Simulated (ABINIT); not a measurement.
**LiBr (Fm-3m): one start, several treatments of the self-energy**

Aim: compare treatments of exchange, screening and correlation for the gap of LiBr (Fm-3m).

Calculated with ABINIT 10.8.3; PBE and many-body steps on it, plane waves.

Most raw output is cut from this account.

## 1. The structure

It takes space group Fm-3m (No. 225, cubic). The conventional cell has a = 5.501 Å, b = 5.501 Å, c = 5.501 Å, α = 90.00°, β = 90.00°, γ = 90.00°. Li has 6 Br at 2.75 Å nearest. Nearest to Br lie 6 Li at 2.75 Å. Farther neighbours and most contacts between anions are not listed.

The cell and positions come from the Crystallography Open Database and are kept as given unless a step says otherwise.

## 2. Empty states on the mesh, 6×6×6 mesh, 264 bands

This step: ABINIT 10.8.3; DFT, PBE, plane waves, norm-conserving pseudopotentials.

The sums over transitions need many empty states on a uniform mesh; this step solves for them.

File run.abi:

```
acell 3*1.0 Angstrom
rprim 
  0.000000000000 2.750650000000 2.750650000000
  2.750650000000 0.000000000000 2.750650000000
  2.750650000000 2.750650000000 0.000000000000
ntypat 2
znucl 3 35
natom 2
typat 1 2
xred 
  0.000000000000 0.000000000000 0.000000000000
  0.500000000000 0.500000000000 0.500000000000
pp_dirpath "pseudos"
pseudos "Li.upf, Br.upf"
ecut 33
ngkpt 6 6 6
nshiftk 1
shiftk 0 0 0
kptopt 1
chksymbreak 0
irdden 1
istwfk *1
nband 264
prtvol 0
optdriver 6
gwr_task "HDIAGO"
paral_kgb 0
occopt 1
indata_prefix "in"
outdata_prefix "out"
tmpdata_prefix "tmp"
```

Launch:

```sh
> OMP_NUM_THREADS=1 mpirun -n 8 abinit run.abi > log
```

Elapsed: 22 s, on 8 MPI ranks of Intel Xeon Platinum 8488C (Sapphire Rapids), shared host; peak memory 3.4 GiB.

This step gave:

```yaml
gap: 4.938 eV
k_of_the_valence_top: 0, 0, 0
k_of_the_conduction_bottom: 0, 0, 0
least_direct_gap: 4.938 eV
k_points_computed: 16
lowest_point_of_the_top_converged_band_above_the_valence_top: 174.8862 eV
```

On this mesh the gap is 4.938 eV.

The density comes from a self-consistent run that is not shown.

## 3. Screening, 6×6×6 mesh, 256 bands, screening to 266.7 eV

The RPA dielectric matrix is built and inverted for each q.

This step: RPA screening on PBE, plane waves, norm-conserving pseudopotentials.

run.abi, as its differences from that of step 2:

```diff
@@ -20,10 +20,11 @@
 chksymbreak 0
-irdden 1
 istwfk *1
-nband 264
-prtvol 0
-optdriver 6
-gwr_task "HDIAGO"
-paral_kgb 0
 occopt 1
+irdwfk 1
+optdriver 3
+nband 256
+ecuteps 9.8
+inclvkb 2
+awtr 1
+symchi 1
 indata_prefix "in"
```

Wall time 2.2 min (8 MPI ranks); peak memory 3.4 GiB; 17 min of CPU time.

Numbers from this step:

```
ε∞ with local fields, on this mesh, along the program's q direction : 3.17
the same without local fields                                       : 3.770
plasma frequency                                                    : 18.20 eV
plane waves in the screening matrix                                 : 411
```

Local fields lower ε∞ by 16 %.

## 4. G0W0, Godby-Needs plasmon pole

The self-energy is evaluated for the states that the input lists, and the levels follow from it, in one-shot runs by the linearised quasiparticle equation.

This step: G0W0 on PBE, plane waves, norm-conserving pseudopotentials.

run.abi, as its differences from that of step 3:

```diff
@@ -23,8 +23,15 @@
 irdwfk 1
-optdriver 3
+optdriver 4
 nband 256
+gwcalctyp 0
+ecutsigx 33
+symsigma 1
+nkptgw 1
+kptgw 
+  0.0000000000 0.0000000000 0.0000000000
+bdgw 
+  3 9
 ecuteps 9.8
-inclvkb 2
-awtr 1
-symchi 1
+irdscr 1
+ppmodel 1
 indata_prefix "in"
```

The job ended after 25 s (8 MPI ranks; peak memory 4 GiB; 3.3 min of CPU time).

Numbers from this step:

```
G0W0 gap on the points computed              : 7.141 eV
starting gap on the mesh                     : 4.938 eV
k of the valence top                         : 0, 0, 0
k of the conduction bottom                   : 0, 0, 0
Z at the valence top                         : 0.804
Z at the conduction bottom                   : 0.84
least direct G0W0 gap on the computed points : 7.141 eV
```

The gap on the mesh goes from 4.94 eV to 7.14 eV, a correction of +2.20 eV.

## 5. G0W0, Hybertsen-Louie plasmon pole

run.abi, as its differences from that of step 4:

```diff
@@ -35,3 +35,3 @@
 irdscr 1
-ppmodel 1
+ppmodel 2
 indata_prefix "in"
```

Elapsed: 27 s, on 8 MPI ranks; peak memory 3.6 GiB; 3.5 min of CPU time.

This step gave:

- G0W0 gap on the points computed: 7.299 eV
- starting gap on the mesh: 4.938 eV
- k of the valence top: 0, 0, 0
- k of the conduction bottom: 0, 0, 0
- Z at the valence top: 0.834
- Z at the conduction bottom: 0.865
- least direct G0W0 gap on the computed points: 7.299 eV

Against G0W0 in ABINIT (6×6×6 mesh, 256 bands, screening to 266.7 eV, Godby-Needs plasmon pole), the gap moves by +0.158 eV.

## 6. G0W0, von der Linden-Horsch plasmon pole

run.abi, as its differences from that of step 5:

```diff
@@ -35,3 +35,3 @@
 irdscr 1
-ppmodel 2
+ppmodel 3
 indata_prefix "in"
```

The job ended after 17 s (8 MPI ranks; peak memory 3 GiB).

Numbers from this step:

```yaml
g0w0_gap_on_the_points_computed: 7.266 eV
starting_gap_on_the_mesh: 4.938 eV
k_of_the_valence_top: 0, 0, 0
k_of_the_conduction_bottom: 0, 0, 0
least_direct_g0w0_gap_on_the_computed_points: 7.266 eV
```

Against G0W0 in ABINIT (6×6×6 mesh, 256 bands, screening to 266.7 eV, Godby-Needs plasmon pole), the gap moves by +0.125 eV.

## 7. G0W0, Engel-Farid plasmon pole

run.abi, as its differences from that of step 6:

```diff
@@ -35,3 +35,3 @@
 irdscr 1
-ppmodel 3
+ppmodel 4
 indata_prefix "in"
```

Elapsed: 17 s, on 8 MPI ranks; peak memory 3.1 GiB.

Numbers from this step:

```
G0W0 gap on the points computed              : 7.261 eV
starting gap on the mesh                     : 4.938 eV
k of the valence top                         : 0, 0, 0
k of the conduction bottom                   : 0, 0, 0
least direct G0W0 gap on the computed points : 7.261 eV
```

Against G0W0 in ABINIT (6×6×6 mesh, 256 bands, screening to 266.7 eV, Godby-Needs plasmon pole), the gap moves by +0.120 eV.

## 8. One-shot Hartree-Fock

This step: one-shot Hartree-Fock on PBE, plane waves, norm-conserving pseudopotentials.

run.abi, as its differences from that of step 7:

```diff
@@ -24,4 +24,4 @@
 optdriver 4
-nband 256
-gwcalctyp 0
+nband 9
+gwcalctyp 5
 ecutsigx 33
@@ -33,5 +33,4 @@
   3 9
-ecuteps 9.8
-irdscr 1
-ppmodel 4
+ixc_sigma 40
+fftgw 31
 indata_prefix "in"
```

Launch:

```sh
> OMP_NUM_THREADS=2 mpirun -n 4 abinit run.abi > log
```

Run time: 2.8 s. Hardware: 4 MPI ranks; peak memory 0.2 GiB.

This step gave:

- quasiparticle gap on the points computed: 12.65 eV
- starting gap on the mesh: 4.938 eV
- k of the valence top: 0, 0, 0
- k of the conduction bottom: 0, 0, 0
- least direct quasiparticle gap on the computed points: 12.65 eV

Against G0W0 in ABINIT (6×6×6 mesh, 256 bands, screening to 266.7 eV, Godby-Needs plasmon pole), the gap moves by +5.507 eV.

## 9. Screening, 6×6×6 mesh, 256 bands, screening to 266.7 eV

This step: RPA screening on PBE, plane waves, norm-conserving pseudopotentials.

run.abi, as its differences from that of step 8:

```diff
@@ -23,14 +23,14 @@
 irdwfk 1
-optdriver 4
-nband 9
-gwcalctyp 5
-ecutsigx 33
-symsigma 1
-nkptgw 1
-kptgw 
-  0.0000000000 0.0000000000 0.0000000000
-bdgw 
-  3 9
-ixc_sigma 40
-fftgw 31
+optdriver 3
+nband 256
+ecuteps 9.8
+inclvkb 2
+awtr 1
+symchi 1
+gwcalctyp 2
+nfreqre 16
+freqremax 40 eV
+nfreqim 8
+spmeth 1
+nomegasf 120
 indata_prefix "in"
```

Launch:

```sh
> OMP_NUM_THREADS=1 mpirun -n 8 abinit run.abi > log
```

Run time: 8.4 min. Hardware: 8 MPI ranks; peak memory 4.7 GiB; 67 min of CPU time.

This step gave:

```
ε∞ with local fields, on this mesh, along the program's q direction : 3.212
the same without local fields                                       : 3.825
plasma frequency                                                    : 18.20 eV
plane waves in the screening matrix                                 : 411
```

## 10. G0W0, contour deformation

This step: G0W0 on PBE, plane waves, norm-conserving pseudopotentials.

run.abi, as its differences from that of step 9:

```diff
@@ -23,14 +23,15 @@
 irdwfk 1
-optdriver 3
+optdriver 4
 nband 256
+gwcalctyp 2
+ecutsigx 33
+symsigma 1
+nkptgw 1
+kptgw 
+  0.0000000000 0.0000000000 0.0000000000
+bdgw 
+  3 9
 ecuteps 9.8
-inclvkb 2
-awtr 1
-symchi 1
-gwcalctyp 2
-nfreqre 16
-freqremax 40 eV
-nfreqim 8
-spmeth 1
-nomegasf 120
+irdscr 1
+gwmem 01
 indata_prefix "in"
```

Elapsed: 25 s, on 8 MPI ranks; peak memory 3.1 GiB.

Numbers from this step:

```
G0W0 gap on the points computed              : 7.106 eV
starting gap on the mesh                     : 4.938 eV
k of the valence top                         : 0, 0, 0
k of the conduction bottom                   : 0, 0, 0
least direct G0W0 gap on the computed points : 7.106 eV
```

Against G0W0 in ABINIT (6×6×6 mesh, 256 bands, screening to 266.7 eV, Godby-Needs plasmon pole), the gap moves by −0.035 eV.

## 11. Screening, 6×6×6 mesh, 256 bands, screening to 266.7 eV

This step: RPA screening on PBE, plane waves, norm-conserving pseudopotentials.

run.abi, as its differences from that of step 10:

```diff
@@ -23,15 +23,11 @@
 irdwfk 1
-optdriver 4
+optdriver 3
 nband 256
-gwcalctyp 2
-ecutsigx 33
-symsigma 1
-nkptgw 1
-kptgw 
-  0.0000000000 0.0000000000 0.0000000000
-bdgw 
-  3 9
 ecuteps 9.8
-irdscr 1
-gwmem 01
+inclvkb 2
+awtr 1
+symchi 1
+gwcalctyp 1
+nfreqre 0
+nfreqim 16
 indata_prefix "in"
```

Wall time 13 min (8 MPI ranks); peak memory 3.7 GiB; 1.7 h of CPU time.

Numbers from this step:

- ε∞ with local fields, on this mesh, along the program's q direction: 3.17
- the same without local fields: 3.770
- plasma frequency: 18.20 eV
- plane waves in the screening matrix: 411

## 12. G0W0, analytic continuation

This step: G0W0 on PBE, plane waves, norm-conserving pseudopotentials.

run.abi, as its differences from that of step 11:

```diff
@@ -23,11 +23,17 @@
 irdwfk 1
-optdriver 3
+optdriver 4
 nband 256
+gwcalctyp 1
+ecutsigx 33
+symsigma 1
+nkptgw 1
+kptgw 
+  0.0000000000 0.0000000000 0.0000000000
+bdgw 
+  3 9
 ecuteps 9.8
-inclvkb 2
-awtr 1
-symchi 1
-gwcalctyp 1
-nfreqre 0
-nfreqim 16
+irdscr 1
+nomegasi 12
+omegasimax 25 eV
+gwmem 01
 indata_prefix "in"
```

It took 19 s on 8 MPI ranks; peak memory 3.6 GiB.

Numbers from this step:

```
G0W0 gap on the points computed              : 7.15 eV
starting gap on the mesh                     : 4.938 eV
k of the valence top                         : 0, 0, 0
k of the conduction bottom                   : 0, 0, 0
least direct G0W0 gap on the computed points : 7.15 eV
```

Against G0W0 in ABINIT (6×6×6 mesh, 256 bands, screening to 266.7 eV, Godby-Needs plasmon pole), the gap moves by +0.009 eV.

## 13. Side by side

Times are wall times on the hardware named with each run, good to a factor of about two. A run's time includes the screening step that it read.

```
                                     run   mesh  bands  screening cutoff (eV)  DFT gap (eV)  gap on the mesh (eV)  direct (eV)  ε∞ used     time
          G0W0, Godby-Needs plasmon pole  6×6×6    256                  266.7         4.938                 7.141        7.141     3.17  2.6 min
      G0W0, Hybertsen-Louie plasmon pole  6×6×6    256                  266.7         4.938                 7.299        7.299     3.17  2.6 min
G0W0, von der Linden-Horsch plasmon pole  6×6×6    256                  266.7         4.938                 7.266        7.266     3.17  2.5 min
          G0W0, Engel-Farid plasmon pole  6×6×6    256                  266.7         4.938                 7.261        7.261     3.17  2.5 min
                   one-shot Hartree-Fock  6×6×6      -                      -         4.938                12.648       12.648        -    2.8 s
               G0W0, contour deformation  6×6×6    256                  266.7         4.938                 7.106        7.106     3.21  8.9 min
             G0W0, analytic continuation  6×6×6    256                  266.7         4.938                 7.150        7.150     3.17   13 min
```

## 14. Outcome

| Property | Result |
| --- | --- |
| G0W0, Godby-Needs plasmon pole | 7.141 eV |
| G0W0, Hybertsen-Louie plasmon pole | 7.299 eV |
| G0W0, von der Linden-Horsch plasmon pole | 7.266 eV |
| G0W0, Engel-Farid plasmon pole | 7.261 eV |
| one-shot Hartree-Fock | 12.648 eV |
| G0W0, contour deformation | 7.106 eV |
| G0W0, analytic continuation | 7.150 eV |
| known limits | not at the basis limit; no spin-orbit coupling |

What this shows: G0W0, Hybertsen-Louie plasmon pole: +0.158 eV against G0W0, Godby-Needs plasmon pole. G0W0, von der Linden-Horsch plasmon pole: +0.125 eV against G0W0, Godby-Needs plasmon pole. G0W0, Engel-Farid plasmon pole: +0.120 eV against G0W0, Godby-Needs plasmon pole. One-shot Hartree-Fock: +5.507 eV against G0W0, Godby-Needs plasmon pole. G0W0, contour deformation: −0.035 eV against G0W0, Godby-Needs plasmon pole. G0W0, analytic continuation: +0.009 eV against G0W0, Godby-Needs plasmon pole. Bare exchange alone opens the gap to 12.65 eV; against G0W0, correlation takes back 5.51 eV. Bands and cutoff are finite, so the gap is not at the basis limit. The miss can reach some tenths of an eV and take either sign; the mesh is an error of its own. In the G0W0 runs levels were corrected at 1 k point alone, so a gap called «on the mesh» is the least over those, and an edge elsewhere would be missed. The many-body steps are scalar-relativistic: spin-orbit coupling is not in them.

[Paths, hosts, dates, memory and timing lines, banners, echoed tables and standing remarks are left out of the program output.]

[Logs are printed without paths, hosts, clocks, repeated set-up lines and the standing remarks that a program may print on its own settings, such as how far it seeks lower states.]

[Runs of the session that timed out or met a known fault of the program may be left out.]

[Hosts, paths, dates, database ids (printed as entryN), source tags and the programs' standing remarks are cut or masked in the printed files.]

[G0W0 gaps are taken among the corrected bands and points alone; a level outside them can change the order at an edge.]

[Where Ansatz stands beside ABINIT at settings called matched, ABINIT's density can come from a denser mesh and the files from another edition; pairs whose starting gaps differed by over 0.03 eV were left out, so agreement reads better than it is.]
